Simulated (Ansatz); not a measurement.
The elements of this relaxed trial crystal are hidden behind letters.

```
lattice vectors (Å)
   3.1205    0.0000    0.0000
  -1.5603    2.7025    0.0000
   0.0000    0.0000   20.2233
fractional positions
X 0.3333 0.6667 0.8275
X 0.0000 0.0000 0.7020
X 0.6667 0.3333 0.3285
X 0.6667 0.3333 0.5775
X 0.0000 0.0000 0.4530
X 0.3333 0.6667 0.0775
X 0.0000 0.0000 0.2030
X 0.6667 0.3333 0.9530
Z 0.6667 0.3333 0.0472
Z 0.6667 0.3333 0.6717
Z 0.3333 0.6667 0.9223
Z 0.0000 0.0000 0.2978
Z 0.0000 0.0000 0.7967
Z 0.0000 0.0000 0.5472
Z 0.3333 0.6667 0.1722
Z 0.6667 0.3333 0.4227
```

These are results of DFT PBE, scalar-relativistic, plane waves, PAW (Ansatz 0.2.0), not measurements. Plane waves to 420 eV, a 12×12×2 mesh through Γ for the 16-atom cell and 0.02 eV Gaussian smearing; no spin polarisation.

* Space group: P3m1 (No. 156)
* Conventional cell: a = 3.121 Å, c = 20.223 Å
* Volume per atom: 10.66 Å³
* Density: 3.19 g/cm³
* Formation energy: −1.357 eV/atom
* Gap on the 12×12×2 mesh of the 16-atom cell: 3.80 eV

Energies are uncorrected and count from the elements' standard states at the same level.

Question: X is a p-block element of period 3 and Z is a p-block element of period 2. Which elements are they?

Answer: X = Al, Z = N, so the formula is AlN. Density times volume gives a mean mass of 3.19 × 10.66/1.6605 = 20.5 u per atom, and this set has 20.5 u. Among the elements that the hints allow, noble gases aside, only these give it. Al on its first site has 4 N at 1.91–1.92 Å; Al on its second site has 4 N at 1.90–1.92 Å; N on its first site is surrounded by 4 Al at 1.90 Å; 13 more sites not described.

Kohn–Sham gaps at this level usually fall short of measured ones. A later test with randomly moved atoms came back to the same energy, though modes that don't fit the test's cell weren't probed.
